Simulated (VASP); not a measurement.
# Co (P-3m1) in VASP: a series of runs

Runs on Co. Level: LDA. Tasks: single point.

Everything below comes from runs of VASP 6.6.1. Logs are shortened: lines on timing, memory, paths and dates and some standing lists are left out, and cuts for length are marked.

### 1 The structure

The structure is trigonal, space group P-3m1 (No. 164). Conventional cell: a = 2.487 Å, b = 2.487 Å, c = 4.063 Å, α = 90.00°, β = 90.00°, γ = 120.00°. Co (site symmetry 3m) is surrounded by 12 Co at 2.42 to 2.55 Å.

This isn't the form of Co at room conditions, which is hcp.

### 2 Single point, LDA, collinear spin, ferromagnetic start

INCAR

```
SYSTEM = Co
ADDGRID = .FALSE.
ALGO = Normal
EDIFF = 1E-6
ENCUT = 460
GGA = CA
ISIF = 2
ISMEAR = -1
ISPIN = 2
LASPH = .TRUE.
LCHARG = .FALSE.
LMAXMIX = 4
LORBIT = 11
LREAL = .FALSE.
LWAVE = .FALSE.
MAGMOM = 2 2
NBANDS = 20
NELM = 100
PREC = Accurate
SIGMA = 0.1
```

KPOINTS

```
k-points
0
G
  9 9 5
  0 0 0
```

POSCAR

```
Co
1.0
    2.4873648738      0.0000000000      0.0000000000
   -1.2436824369      2.1541211692      0.0000000000
    0.0000000000      0.0000000000      4.0632895034
Co
2
Direct
    0.3275520000      0.6759820000      0.7288160000
    0.6891290000      0.3188900000      0.2643300000
```

Potentials or basis: VASP PAW LDA potentials, release 64 (Co).

Launch:

```console
> cat potpaw_LDA.64/Co/POTCAR > POTCAR
> mpirun -np 1 vasp_std > vasp.out
```

OUTCAR:

```text
SYSTEM = Co
   EDIFF = 1E-6
   ENCUT = 460
   GGA = CA
   ISIF = 2
   ISMEAR = -1
   ISPIN = 2
   LASPH = .TRUE.
   LORBIT = 11
   LREAL = .FALSE.
   NELM = 100
   PREC = Accurate

 Found    203 irreducible k-points:

 Following reciprocal coordinates:
            Coordinates               Weight
  0.000000  0.000000  0.000000      1.000000
  0.111111 -0.000000  0.000000      2.000000
  0.000000  0.111111  0.000000      2.000000
 -0.111111  0.111111  0.000000      2.000000
  0.222222  0.000000  0.000000      2.000000
  0.000000  0.222222  0.000000      2.000000
   k-points           NKPTS =    203   k-points in BZ     NKDIM =    203   number of bands    NBANDS=     20
   number of dos      NEDOS =    301   number of ions     NIONS =      2
   total plane-waves  NPLWV =   9072
   dimension x,y,z NGX =    18 NGY =   18 NGZ =   28
   dimension x,y,z NGXF=    36 NGYF=   36 NGZF=   56
   ions per type =               2
   NGX,Y,Z   is equivalent  to a cutoff of  12.03, 12.03, 11.46 a.u.
   NGXF,Y,Z  is equivalent  to a cutoff of  24.06, 24.06, 22.91 a.u.
 SYSTEM =  Co
   PREC   = accura    normal or accurate (medium, high low for compatibility)
   ISTART =      0    job   : 0-new  1-cont  2-samecut
   ICHARG =      2    charge: 1-file 2-atom 10-const
   ISPIN  =      2    spin polarized calculation?
   LNONCOLLINEAR =      F non collinear calculations
   LSORBIT =      F    spin-orbit coupling
   LASPH  =      T    aspherical Exc in radial PAW
   ENCUT  =  460.0 eV  33.81 Ry    5.81 a.u.   4.35  4.35  7.11*2*pi/ulx,y,z
   NELM   =    100;   NELMIN=  2; NELMDL= -5     # of ELM steps
   EDIFF  = 0.1E-05   stopping-criterion for ELM
   LREAL  =      F    real-space projection
   EDIFFG = 0.1E-04   stopping-criterion for IOM
   NSW    =      0    number of steps for IOM
   IBRION =     -1    ionic relax: 0-MD 1-quasi-New 2-CG
   NFREE  =      0    steps in history (QN), initial steepest desc. (CG)
   ISIF   =      2    stress and relaxation
   ISYM   =      2    0-nonsym 1-usesym 2-fastsym
   POTIM  = 0.5000    time-step for ionic-motion
   TEBEG  =    0.0;   TEEND  =   0.0 temperature during run
   PSTRESS=    0.0 pullay stress
   NELECT =      18.0000    total number of electrons
   NUPDOWN=      -1.0000    fix difference up-down
   EMIN   =  10.00;   EMAX   =-10.00  energy-range for DOS
   EFERMI =   0.00;   METHOD = LEGACY
   ISMEAR =    -1;   SIGMA  =   0.10  broadening in eV -4-tet -1-fermi 0-gaus
   EFERMI_NEDOS =   21; number of points for ismear=-14 and -15
   IALGO  =     38    algorithm
   IMIX   =      4    mixing-type and parameters
     AMIX     =   0.40;   BMIX     =  1.00
     AMIX_MAG =   1.60;   BMIX_MAG =  1.00
  volume/ion in A,a.u.               =      10.89        73.46
  Fermi-wavevector in a.u.,A,eV,Ry     =   1.536514  2.903591 32.121660  2.360875
  Thomas-Fermi vector in A             =   2.643152
   LORBIT       =     11    0 simple, 1 ext, 2 COOP (PROOUT), +10 PAW based schemes
   GGA     = CA    functional components
   LHFCALC =     F    Hartree Fock is set to
   AEXX    =    0.0000 exact exchange contribution
   IVDW    =     0    specifies the selected vdW correction
   LEPSILON=     F    determine dielectric tensor
   LRPA    =     F    only Hartree local field effects (RPA)
 spin polarized calculation
  energy-cutoff  :      460.00
  volume of cell :       21.77
 maximum number of plane-waves:       525
 NGX is ok and might be reduce to    18
   NGX =  9   NGY =  9   NGZ = 15

 number of electron      18.0000003 magnetization       3.0259380

 Free energy of the ion-electron system (eV)
  ---------------------------------------------------
  ext. energy  EPLUGINS =         0.00000000
  ---------------------------------------------------
  free energy    TOTEN  =       -16.09389273 eV

  energy without entropy =      -16.03408525  energy(sigma->0) =      -16.06398899

 E-fermi :   9.8979     XC(G=0): -13.7034

 val. band max:        9.8761262499   @ k =   0.0000   0.2222   0.2000
 cond. band min:       9.8996819958   @ k =   0.0000  -0.2222   0.2000
 fundamental gap:      0.0235557459
 Fermi energy:         9.8979128024

 spin component 1

 k-point     1 :       0.0000    0.0000    0.0000
  band No.  band energies     occupation
      1       0.9779      1.00000
      2       4.7825      1.00000
      3       7.2997      1.00000
      4       7.3694      1.00000
      5       7.4484      1.00000
      6       7.6818      1.00000
      7       7.6994      1.00000
      8       8.0865      1.00000
      9       8.3575      1.00000
     10       9.0902      0.99969
     11       9.4492      0.98887
     12       9.7959      0.73490
     13      16.0233      0.00000
     14      31.8649      0.00000
     15      34.3157      0.00000
     16      34.4908      0.00000
     17      34.8660      0.00000
     18      35.1990      0.00000
     19      36.0597      0.00000
     20      36.2153      0.00000

 k-point     2 :       0.1111   -0.0000    0.0000
  band No.  band energies     occupation
      1       1.4100      1.00000
      2       5.0478      1.00000
      3       7.0265      1.00000
      4       7.4613      1.00000
      5       7.6056      1.00000
      6       7.6661      1.00000
      7       7.8430      1.00000
      8       7.8996      1.00000
      9       8.1992      1.00000
     10       8.2833      1.00000
     11       9.2454      0.99854
     12      11.4903      0.00000
     13      16.1155      0.00000
     14      28.8005      0.00000
     15      31.5833      0.00000
     16      32.1891      0.00000
     17      35.0121      0.00000
     18      36.1194      0.00000
     19      36.1861      0.00000
     20      38.9261      0.00000

 k-point     3 :       0.0000    0.1111    0.0000
  band No.  band energies     occupation
      1       1.4099      1.00000
      2       5.0471      1.00000
      3       7.0277      1.00000
      4       7.4657      1.00000
      5       7.6021      1.00000
      6       7.6614      1.00000
      7       7.8439      1.00000
      8       7.8976      1.00000
      9       8.1931      1.00000
     10       8.2888      1.00000
     11       9.2559      0.99837
     12      11.4845      0.00000
     13      16.1152      0.00000
     14      28.8102      0.00000
     15      31.5804      0.00000
     16      32.1656      0.00000
     17      35.0204      0.00000
     18      36.1412      0.00000
     19      36.1886      0.00000
     20      38.9265      0.00000

 k-point     4 :      -0.1111    0.1111    0.0000
  band No.  band energies     occupation
      1       1.4084      1.00000
      2       5.0299      1.00000
      3       7.0427      1.00000
      4       7.5315      1.00000
      5       7.5662      1.00000
      6       7.7095      1.00000
      7       7.7411      1.00000
      8       7.8146      1.00000
      9       8.1168      1.00000
     10       8.3791      1.00000
     11       9.4741      0.98577
     12      11.3609      0.00000
     13      16.1105      0.00000
     14      28.9482      0.00000
     15      31.5386      0.00000
     16      31.8085      0.00000
     17      35.1217      0.00000
     18      36.1140      0.00000
     19      36.5492      0.00000
     20      39.1719      0.00000

 k-point     5 :       0.2222    0.0000    0.0000
  band No.  band energies     occupation
      1       2.6154      1.00000
      2       5.5804      1.00000
      3       6.5657      1.00000
      4       6.9115      1.00000
      5       7.3457      1.00000
      6       7.6871      1.00000
      7       7.9094      1.00000
      8       8.1692      1.00000
      9       8.2273      1.00000
     10       8.4537      1.00000
     11       9.3456      0.99602
     12      13.7387      0.00000
     13      16.4387      0.00000
     14      23.7572      0.00000
     15      28.6133      0.00000
     16      30.7316      0.00000
     17      31.0364      0.00000
     18      34.5266      0.00000
     19      34.9676      0.00000
     20      38.3770      0.00000

 k-point     6 :       0.0000    0.2222    0.0000
  band No.  band energies     occupation
      1       2.6149      1.00000
      2       5.5765      1.00000
      3       6.5610      1.00000
      4       6.9137      1.00000
      5       7.3470      1.00000
      6       7.6820      1.00000
      7       7.9237      1.00000
      8       8.1667      1.00000
      9       8.2240      1.00000
     10       8.4572      1.00000
     11       9.3509      0.99581
     12      13.7304      0.00000
     13      16.4376      0.00000
     14      23.7599      0.00000
     15      28.6174      0.00000
     16      30.7229      0.00000
     17      31.0384      0.00000
     18      34.5345      0.00000
     19      34.9611      0.00000
     20      38.3666      0.00000

 [... further k-points ...]

 spin component 2

 k-point     1 :       0.0000    0.0000    0.0000
  band No.  band energies     occupation
      1       1.1464      1.00000
      2       5.6417      1.00000
      3       8.6256      1.00000
      4       8.7477      0.99999
      5       8.8474      0.99997
      6       9.0751      0.99973
      7       9.0991      0.99966
      8       9.5833      0.95876
      9       9.9139      0.46016
     10      10.0077      0.25011
     11      10.6860      0.00038
     12      11.0246      0.00001
     13      16.9371      0.00000
     14      31.8937      0.00000
     15      34.6462      0.00000
     16      34.7146      0.00000
     17      35.2806      0.00000
     18      35.2866      0.00000
     19      36.4644      0.00000
     20      36.5718      0.00000

 k-point     2 :       0.1111   -0.0000    0.0000
  band No.  band energies     occupation
      1       1.5806      1.00000
      2       5.9355      1.00000
      3       8.3181      1.00000
      4       8.8218      0.99998
      5       8.8558      0.99997
      6       9.0494      0.99979
      7       9.1355      0.99951
      8       9.2862      0.99780
      9       9.5293      0.97554
     10       9.7876      0.75084
     11      10.8369      0.00008
     12      12.3860      0.00000
     13      17.0008      0.00000
     14      29.1454      0.00000
     15      31.9806      0.00000
     16      32.4415      0.00000
     17      35.1414      0.00000
     18      36.2417      0.00000
     19      36.3131      0.00000
     20      39.3414      0.00000

 k-point     3 :       0.0000    0.1111    0.0000
  band No.  band energies     occupation
      1       1.5805      1.00000
      2       5.9349      1.00000
      3       8.3183      1.00000
      4       8.8254      0.99998
      5       8.8555      0.99997
      6       9.0489      0.99979
      7       9.1267      0.99955
      8       9.2822      0.99789
      9       9.5369      0.97367
     10       9.7892      0.74782
     11      10.8452      0.00008
     12      12.3784      0.00000
     13      17.0005      0.00000
     14      29.1565      0.00000
     15      31.9765      0.00000
     16      32.4162      0.00000
     17      35.1500      0.00000
     18      36.2517      0.00000
     19      36.3315      0.00000
     20      39.3422      0.00000

 k-point     4 :      -0.1111    0.1111    0.0000
  band No.  band energies     occupation
      1       1.5791      1.00000
      2       5.9207      1.00000
      3       8.3097      1.00000
      4       8.8593      0.99997
      5       8.9231      0.99994
      6       8.9614      0.99991
      7       9.1309      0.99953
      8       9.1435      0.99947
      9       9.6062      0.94869
     10       9.8229      0.67912
     11      11.0539      0.00001
     12      12.2067      0.00000
     13      16.9958      0.00000
     14      29.3152      0.00000
     15      31.9328      0.00000
     16      32.0189      0.00000
     17      35.2449      0.00000
     18      36.2457      0.00000
     19      36.7409      0.00000
     20      39.5061      0.00000

 k-point     5 :       0.2222    0.0000    0.0000
  band No.  band energies     occupation
      1       2.8054      1.00000
      2       6.5669      1.00000
      3       7.6740      1.00000
      4       8.0547      1.00000
      5       8.6286      1.00000
      6       9.0728      0.99974
      7       9.3415      0.99618
      8       9.6163      0.94357
      9       9.6683      0.90854
     10       9.9548      0.36150
     11      10.9594      0.00002
     12      14.5384      0.00000
     13      17.2316      0.00000
     14      24.2481      0.00000
     15      28.9853      0.00000
     16      31.0879      0.00000
     17      31.3312      0.00000
     18      34.9375      0.00000
     19      35.1179      0.00000
     20      38.6461      0.00000

 k-point     6 :       0.0000    0.2222    0.0000
  band No.  band energies     occupation
      1       2.8050      1.00000
      2       6.5635      1.00000
      3       7.6659      1.00000
      4       8.0602      1.00000
      5       8.6334      1.00000
      6       9.0674      0.99975
      7       9.3571      0.99554
      8       9.6109      0.94635
      9       9.6651      0.91122
     10       9.9587      0.35254
     11      10.9629      0.00002
     12      14.5287      0.00000
     13      17.2303      0.00000
     14      24.2516      0.00000
     15      28.9890      0.00000
     16      31.0802      0.00000
     17      31.3332      0.00000
     18      34.9441      0.00000
     19      35.1125      0.00000
     20      38.6405      0.00000

 [... further k-points ...]

------------------------ aborting loop because EDIFF is reached ----------------------------------------

  FORCE on cell =-STRESS in cart. coord.  units (eV):
  Direction    XX          YY          ZZ          XY          YZ          ZX
  --------------------------------------------------------------------------------------
  -------------------------------------------------------------------------------------
  Total       -2.4919548     -2.2514965     -2.1689184      0.2297883     -0.0979415      0.1970408
  in kB     -183.3848044   -165.6893002   -159.6123183     16.9102942     -7.2075889     14.5003815
  external PRESSURE =    -169.5621410 kB  Pullay stress =       0.0000000 kB

 VOLUME and BASIS-vectors are now :
 -----------------------------------------------------------------------------
  energy-cutoff  :      460.00
  volume of cell :       21.77
      direct lattice vectors                 reciprocal lattice vectors
     2.487364874  0.000000000  0.000000000     0.402031889  0.232113220  0.000000000
    -1.243682437  2.154121169  0.000000000     0.000000000  0.464226439  0.000000000
     0.000000000  0.000000000  4.063289503     0.000000000  0.000000000  0.246106018

 POSITION                                       TOTAL-FORCE (eV/Angst)
 -----------------------------------------------------------------------------------
     -0.02597      1.45615      2.96139         0.246212     -0.123802      0.901542
      1.31752      0.68693      1.07405        -0.246212      0.123802     -0.901542
 -----------------------------------------------------------------------------------
    total drift:                                0.000011      0.000009      0.000065

  FREE ENERGIE OF THE ION-ELECTRON SYSTEM (eV)
  ---------------------------------------------------
  free  energy   TOTEN  =       -16.0938927320 eV

  energy  without entropy=      -16.0340852478  energy(sigma->0) =      -16.06398899

 total charge

# of ion       s       p       d       tot
------------------------------------------
    1        0.492   0.517   7.291   8.300
    2        0.492   0.517   7.291   8.300
--------------------------------------------------
tot          0.983   1.034  14.583  16.600

 magnetization (x)

# of ion       s       p       d       tot
------------------------------------------
    1       -0.013  -0.040   1.569   1.516
    2       -0.013  -0.040   1.569   1.516
--------------------------------------------------
tot         -0.027  -0.079   3.138   3.032
```

Run time: 77 s. Hardware: 1 thread of Intel Xeon Platinum 8488C (Sapphire Rapids), shared host; peak memory 0.2 GiB.

The run converged, but some of its settings lie outside the range that counts as converged, so its numbers aren't taken as properties of the crystal.

Results:

```
Free energy                                           : -16.0939 eV
Pressure                                              : -17.0 GPa
Largest force                                         : 0.943 eV/Å
Band gap on the k mesh                                : none (metal or under the smearing width)
Net moment                                            : 3.03 μB per cell
Site moments                                          : Co +1.52 μB
Valence electrons inside the program's atomic spheres : Co 8.30
```

(Part 1 of 2 ends here.)
